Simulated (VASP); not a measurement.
# ErH (Fm-3m) in VASP: reference runs

How does ErH come out in PBE? The cell is run as given.

Program: VASP 6.6.1. These are calculated values, not measurements. Logs are shortened: lines on timing, memory, paths and dates and some standing lists are left out, and cuts for length are marked.

**1. The structure**

Symmetry: Fm-3m, No. 225, cubic system. The conventional cell has a = 4.872 Å, b = 4.872 Å, c = 4.872 Å, α = 90.00°, β = 90.00°, γ = 90.00°. Er (site symmetry m-3m) has 6 H at 2.44 Å as nearest neighbours. H (site symmetry m-3m) has 6 Er at 2.44 Å as nearest neighbours.

The cell comes from a database or a generator and needn't be the stable form of this composition.

**2. Single point, PBE, collinear spin, ferromagnetic start**

INCAR

```
ALGO = Normal ; EDIFF = 1E-7
ENCUT = 520 ; GGA = PE
ISIF = 2 ; ISMEAR = -1
ISPIN = 2 ; LASPH = True
LCHARG = True ; LELF = True
LMAXMIX = 6 ; LORBIT = 11
LREAL = False ; LVHAR = True
LWAVE = False ; MAGMOM = 3 0
NBANDS = 22 ; NELM = 120
PREC = Accurate ; SIGMA = 0.05
```

KPOINTS

```
k-points
0
Gamma
  9 9 9
```

POSCAR

```
ErH
1.0
    0.0000000000      2.4358500000      2.4358500000
    2.4358500000      0.0000000000      2.4358500000
    2.4358500000      2.4358500000      0.0000000000
Er H
1 1
Direct
    0.0000000000      0.0000000000      0.0000000000
    0.5000000000      0.5000000000      0.5000000000
```

Potentials or basis: VASP PAW PBE potentials, release 64 (Er, H).

Launch:

```bash
cat potpaw_PBE.64/Er/POTCAR potpaw_PBE.64/H/POTCAR > POTCAR
mpirun -np 1 vasp_std > vasp.out
```

OUTCAR:

```text
EDIFF = 1E-7
   ENCUT = 520
   GGA = PE
   ISIF = 2
   ISMEAR = -1
   ISPIN = 2
   LASPH = True
   LORBIT = 11
   LREAL = False
   NELM = 120
   PREC = Accurate

 ion  position               nearest neighbor table
   1  0.000  0.000  0.000-
   2  0.500  0.500  0.500-

  LATTYP: Found a face centered cubic cell.
 ALAT       =     4.8717000000

  Lattice vectors:

 A1 = (   0.0000000000,   2.4358500000,   2.4358500000)
 A2 = (   2.4358500000,   0.0000000000,   2.4358500000)
 A3 = (   2.4358500000,   2.4358500000,   0.0000000000)

Analysis of symmetry for initial positions (statically):
=====================================================================
 Subroutine PRICEL returns:
 Original cell was already a primitive cell.

 Routine SETGRP: Setting up the symmetry group for a
 face centered cubic supercell.

 Subroutine GETGRP returns: Found 48 space group operations
 (whereof 48 operations were pure point group operations)
 out of a pool of 48 trial point group operations.

The static configuration has the point symmetry O_h .

Analysis of symmetry for dynamics (positions and initial velocities):
=====================================================================
 Subroutine PRICEL returns:
 Original cell was already a primitive cell.

 Routine SETGRP: Setting up the symmetry group for a
 face centered cubic supercell.

 Subroutine GETGRP returns: Found 48 space group operations
 (whereof 48 operations were pure point group operations)
 out of a pool of 48 trial point group operations.

The dynamic configuration has the point symmetry O_h .

Analysis of structural, dynamic, and magnetic symmetry:
=====================================================================
 Subroutine PRICEL returns:
 Original cell was already a primitive cell.

 Routine SETGRP: Setting up the symmetry group for a
 face centered cubic supercell.

 Subroutine GETGRP returns: Found 48 space group operations
 (whereof 48 operations were pure point group operations)
 out of a pool of 48 trial point group operations.

The overall configuration has the point symmetry O_h .

 Subroutine INISYM returns: Found 48 space group operations
 (whereof 48 operations are pure point group operations),
 and found     1 'primitive' translations

----------------------------------------------------------------------------------------

                                     Primitive cell

  volume of cell :      28.9056

  direct lattice vectors                    reciprocal lattice vectors
     0.000000000  2.435850000  2.435850000    -0.205267155  0.205267155  0.205267155
     2.435850000  0.000000000  2.435850000     0.205267155 -0.205267155  0.205267155
     2.435850000  2.435850000  0.000000000     0.205267155  0.205267155 -0.205267155

  length of vectors
     3.444812106  3.444812106  3.444812106     0.355533142  0.355533142  0.355533142

  position of ions in fractional coordinates (direct lattice)
     0.000000000  0.000000000  0.000000000
     0.500000000  0.500000000  0.500000000

  ion indices of the primitive-cell ions
   primitive index   ion index
                 1           1
                 2           2

----------------------------------------------------------------------------------------

 KPOINTS: k-points

Automatic generation of k-mesh.
 Grid dimensions read from file:
 generate k-points for:    9    9    9

 Generating k-lattice:

  Cartesian coordinates                     Fractional coordinates (reciprocal lattice)
    -0.022807462  0.022807462  0.022807462     0.111111111  0.000000000  0.000000000
     0.022807462 -0.022807462  0.022807462     0.000000000  0.111111111  0.000000000
     0.022807462  0.022807462 -0.022807462     0.000000000  0.000000000  0.111111111

  Length of vectors
     0.039503682  0.039503682  0.039503682

  Shift w.r.t. Gamma in fractional coordinates (k-lattice)
     0.000000000  0.000000000  0.000000000

 Subroutine IBZKPT returns following result:
 ===========================================

 Found     35 irreducible k-points:

 Following reciprocal coordinates:
            Coordinates               Weight
  0.000000  0.000000  0.000000      1.000000
  0.111111  0.000000  0.000000      8.000000
  0.222222  0.000000  0.000000      8.000000
  0.333333  0.000000  0.000000      8.000000
  0.444444  0.000000  0.000000      8.000000
  0.111111  0.111111  0.000000      6.000000
[... 16 lines left out ...]
 -0.333333  0.333333  0.000000     12.000000
  0.444444  0.444444  0.000000      6.000000
 [... further k-points ...]
   k-points           NKPTS =     35   k-points in BZ     NKDIM =     35   number of bands    NBANDS=     22
   number of dos      NEDOS =    301   number of ions     NIONS =      2
   total plane-waves  NPLWV =  21952
   dimension x,y,z NGX =    28 NGY =   28 NGZ =   28
   dimension x,y,z NGXF=    56 NGYF=   56 NGZF=   56
   ions per type =               1   1
   NGX,Y,Z   is equivalent  to a cutoff of  13.51, 13.51, 13.51 a.u.
   NGXF,Y,Z  is equivalent  to a cutoff of  27.03, 27.03, 27.03 a.u.
 SYSTEM =  unknown system
   PREC   = accura    normal or accurate (medium, high low for compatibility)
   ISTART =      0    job   : 0-new  1-cont  2-samecut
   ICHARG =      2    charge: 1-file 2-atom 10-const
   ISPIN  =      2    spin polarized calculation?
   LNONCOLLINEAR =      F non collinear calculations
   LSORBIT =      F    spin-orbit coupling
   LASPH  =      T    aspherical Exc in radial PAW
   ENCUT  =  520.0 eV  38.22 Ry    6.18 a.u.   6.41  6.41  6.41*2*pi/ulx,y,z
   NELM   =    120;   NELMIN=  2; NELMDL= -5     # of ELM steps
   EDIFF  = 0.1E-06   stopping-criterion for ELM
   LREAL  =      F    real-space projection
   EDIFFG = 0.1E-05   stopping-criterion for IOM
   NSW    =      0    number of steps for IOM
   IBRION =     -1    ionic relax: 0-MD 1-quasi-New 2-CG
   NFREE  =      0    steps in history (QN), initial steepest desc. (CG)
   ISIF   =      2    stress and relaxation
   ISYM   =      2    0-nonsym 1-usesym 2-fastsym
   POTIM  = 0.5000    time-step for ionic-motion
   TEBEG  =    0.0;   TEEND  =   0.0 temperature during run
   PSTRESS=    0.0 pullay stress
   NELECT =      23.0000    total number of electrons
   NUPDOWN=      -1.0000    fix difference up-down
   EMIN   =  10.00;   EMAX   =-10.00  energy-range for DOS
   EFERMI =   0.00;   METHOD = LEGACY
   ISMEAR =    -1;   SIGMA  =   0.05  broadening in eV -4-tet -1-fermi 0-gaus
   EFERMI_NEDOS =   21; number of points for ismear=-14 and -15
   IALGO  =     38    algorithm
   IMIX   =      4    mixing-type and parameters
     AMIX     =   0.40;   BMIX     =  1.00
     AMIX_MAG =   1.60;   BMIX_MAG =  1.00
  volume/ion in A,a.u.               =      14.45        97.53
  Fermi-wavevector in a.u.,A,eV,Ry     =   1.517016  2.866745 31.311609  2.301338
  Thomas-Fermi vector in A             =   2.626328
   LORBIT       =     11    0 simple, 1 ext, 2 COOP (PROOUT), +10 PAW based schemes
   GGA     = PE    functional components
   LHFCALC =     F    Hartree Fock is set to
   AEXX    =    0.0000 exact exchange contribution
   IVDW    =     0    specifies the selected vdW correction
   LEPSILON=     F    determine dielectric tensor
   LRPA    =     F    only Hartree local field effects (RPA)
 spin polarized calculation
  energy-cutoff  :      520.00
  volume of cell :       28.91
 maximum number of plane-waves:       793
 NGX is ok and might be reduce to    28
   NGX = 13   NGY = 13   NGZ = 13

 number of electron      23.0000004 magnetization       2.4425526

 Free energy of the ion-electron system (eV)
  ---------------------------------------------------
  ext. energy  EPLUGINS =         0.00000000
  ---------------------------------------------------
  free energy    TOTEN  =        -9.13284067 eV

  energy without entropy =       -9.05626494  energy(sigma->0) =       -9.09455280

 E-fermi :   3.1864     XC(G=0): -10.9705

 val. band max:        3.1791694828   @ k =   0.3333   0.2222   0.0000
 cond. band min:       3.1927846884   @ k =   0.3333   0.0000   0.0000
 fundamental gap:      0.0136152056
 Fermi energy:         3.1863509298

 spin component 1

 k-point     1 :       0.0000    0.0000    0.0000
  band No.  band energies     occupation
      1     -46.0984      1.00000
      2     -19.8148      1.00000
      3     -19.8148      1.00000
      4     -19.8148      1.00000
      5      -4.6844      1.00000
      6       0.3095      1.00000
[... 14 lines left out ...]
     21      15.3618      0.00000
     22      15.3618      0.00000
[... 552 lines left out ...]
  band No.  band energies     occupation
      1     -46.0189      1.00000
      2     -20.5419      1.00000
      3     -20.0908      1.00000
      4     -20.0908      1.00000
      5      -2.6360      1.00000
      6       0.4827      1.00000
[... 14 lines left out ...]
     21      14.0899      0.00000
     22      23.1759      0.00000

 [... further k-points ...]

 spin component 2

 k-point     1 :       0.0000    0.0000    0.0000
  band No.  band energies     occupation
      1     -45.0216      1.00000
      2     -19.0428      1.00000
      3     -19.0428      1.00000
      4     -19.0428      1.00000
      5      -4.6450      1.00000
      6       2.6188      0.99999
[... 14 lines left out ...]
     21      15.5049      0.00000
     22      15.5049      0.00000
[... 552 lines left out ...]
  band No.  band energies     occupation
      1     -44.9342      1.00000
      2     -19.8317      1.00000
      3     -19.3413      1.00000
      4     -19.3413      1.00000
      5      -2.6033      1.00000
      6       2.4567      1.00000
[... 14 lines left out ...]
     21      14.4026      0.00000
     22      23.3980      0.00000

 [... further k-points ...]

------------------------ aborting loop because EDIFF is reached ----------------------------------------

  FORCE on cell =-STRESS in cart. coord.  units (eV):
  Direction    XX          YY          ZZ          XY          YZ          ZX
  --------------------------------------------------------------------------------------
  -------------------------------------------------------------------------------------
  Total        0.3410750      0.3410750      0.3410750      0.0000000      0.0000000     -0.0000000
  in kB       18.9050931     18.9050931     18.9050931      0.0000000      0.0000000     -0.0000000
  external PRESSURE =      18.9050931 kB  Pullay stress =       0.0000000 kB

 VOLUME and BASIS-vectors are now :
 -----------------------------------------------------------------------------
  energy-cutoff  :      520.00
  volume of cell :       28.91
      direct lattice vectors                 reciprocal lattice vectors
     0.000000000  2.435850000  2.435850000    -0.205267155  0.205267155  0.205267155
     2.435850000  0.000000000  2.435850000     0.205267155 -0.205267155  0.205267155
     2.435850000  2.435850000  0.000000000     0.205267155  0.205267155 -0.205267155

 POSITION                                       TOTAL-FORCE (eV/Angst)
 -----------------------------------------------------------------------------------
      0.00000      0.00000      0.00000        -0.000000      0.000000      0.000000
      2.43585      2.43585      2.43585         0.000000     -0.000000     -0.000000
 -----------------------------------------------------------------------------------
    total drift:                               -0.000000     -0.000000     -0.000000

  FREE ENERGIE OF THE ION-ELECTRON SYSTEM (eV)
  ---------------------------------------------------
  free  energy   TOTEN  =        -9.1328406691 eV

  energy  without entropy=       -9.0562649391  energy(sigma->0) =       -9.09455280

 total charge

# of ion       s       p       d       f       tot
--------------------------------------------------
    1        2.103   5.765   0.502  11.332  19.702
    2        0.513   0.009   0.000   0.000   0.521
--------------------------------------------------
tot          2.616   5.774   0.502  11.332  20.223

 magnetization (x)

# of ion       s       p       d       f       tot
--------------------------------------------------
    1        0.002  -0.024   0.020   2.453   2.450
    2       -0.002   0.000   0.000   0.000  -0.002
--------------------------------------------------
tot         -0.000  -0.024   0.020   2.453   2.448
```

Run time: 4 min. Hardware: 1 thread of AMD EPYC 7R13 (Zen 3), shared host; peak memory 0.18 GiB.

Results:

```yaml
Free_energy: -9.1328 eV
Pressure: 1.9 GPa
Band_gap_on_the_k_mesh: none (metal or under the smearing width)
Net_moment: 2.44 μB per cell
Site_moments: Er +2.45; H -0.00 μB
Valence_electrons_inside_the_program's_atomic_spheres: Er 19.70; H 0.52
```

Caveat: the magnetic or orbital state may not be the lowest; spin-orbit coupling is left out, which moves the levels of the heavy elements; without U or exact exchange the open f shell lies at the Fermi level, which spoils levels, moments and volumes. The state reached can hang on the start; a lower one may exist.
